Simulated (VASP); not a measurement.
A run of VASP 6.6.1 is set up as follows.

The input INCAR:

```
SYSTEM = Lu
  PREC = Accurate
  ENCUT = 520
  EDIFF = 1E-7
  ISMEAR = -1
  SIGMA = 0.05
  LREAL = .FALSE.
  LASPH = .TRUE.
  NELM = 100
  ALGO = Normal
  ISIF = 2
  LWAVE = .FALSE.
  LCHARG = .FALSE.
  GGA = PE
  NBANDS = 18
```

File KPOINTS:

```
Automatic mesh
0
G
  10 10 10
  0 0 0
```

File POSCAR:

```
Lu
1.0
   -1.9541071088      1.9541071088      1.9541071088
    1.9541071088     -1.9541071088      1.9541071088
    1.9541071088      1.9541071088     -1.9541071088
Lu
1
Direct
    0.0000000000      0.0000000000      0.0000000000
```

Potentials or basis: VASP PAW PBE potentials, release 64 (Lu).

Command:

```sh
$ cat potpaw_PBE.64/Lu/POTCAR > POTCAR
$ mpirun -np 1 vasp_std > vasp.out
```

(1) Predict the band gap on the k mesh.

(2) Predict the pressure.

## Answers

(1) none (metal or under the smearing width).

(2) -0.3 GPa.
